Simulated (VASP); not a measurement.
Write the native input for VASP 6.6.1 that does the following.

```
Task                   : relaxation of cell and atoms
Functional             : PBEsol
Potentials or basis    : VASP PAW PBE potentials, release 64 (Cu, O)
Cutoff                 : 600 eV
k mesh                 : 8 × 8 × 4
Occupations            : fermi-dirac, width 0.05 eV
Spin                   : no spin polarisation
Ladder                 : gaps
Further INCAR settings : ALGO = Normal; EDIFF = 1e-06; IBRION = 2; EDIFFG = -0.01; NSW = 40; ISIF = 3
```

The structure of CuO (Tenorite) lies in POSCAR:

```
CuO
1.0
    2.3446500000     -1.7134000000      0.0000000000
    2.3446500000      1.7134000000      0.0000000000
   -0.8605543552      0.0000000000      5.0594363927
Cu O
2 2
Direct
    0.4968000000      0.0032000000      0.5000000000
    0.0032000000      0.4968000000      0.0000000000
    0.4056000000      0.5714000000      0.7537000000
    0.5714000000      0.4056000000      0.2537000000
```

The input as run:

INCAR

```
SYSTEM = CuO
  PREC = Accurate
  ENCUT = 600
  EDIFF = 1E-6
  ISMEAR = -1
  SIGMA = 0.05
  LREAL = .FALSE.
  LASPH = .TRUE.
  NELM = 100
  ALGO = Normal
  ISIF = 3
  LWAVE = .FALSE.
  LCHARG = .FALSE.
  GGA = PS
  IBRION = 2
  NSW = 40
  EDIFFG = -0.01
  KPAR = 2
```

KPOINTS

```
regular mesh
0
G
  8 8 4
  0 0 0
```

Potentials or basis: VASP PAW PBE potentials, release 64 (Cu, O).

Command:

```sh
$ cat potpaw_PBE.64/Cu/POTCAR potpaw_PBE.64/O/POTCAR > POTCAR
$ mpirun -np 2 vasp_std > vasp.out
```

Results of the run:

```json
{"Relaxed volume": "10.67 Å³/atom", "Relaxed cell": "a = 2.890 Å, b = 2.890 Å, c = 5.113 Å, α = 90.36°, β = 90.36°, γ = 87.61°", "Space group after relaxing (to 0.05 Å)": "Cccm (No. 66)", "Energy gained by relaxing": "45.3 meV/atom", "Ionic steps": "32", "Pressure after relaxing": "0.0 GPa", "Largest force after relaxing": "0.007 eV/Å", "Band gap on the k mesh": "none (metal or under the smearing width)"}
```

Caveat: the PAW data sets were made with another functional, which shifts forces and pressure a little; the run has no spin polarisation, though such a crystal can be magnetic; semilocal functionals often make such compounds metallic where correlation or magnetic order opens a gap, which also shifts bond lengths.

It took 6.7 min on 2 MPI ranks on AMD EPYC 9R45 96-Core Processor (Zen 5), on a shared host, peak memory 0.2 GiB a rank.
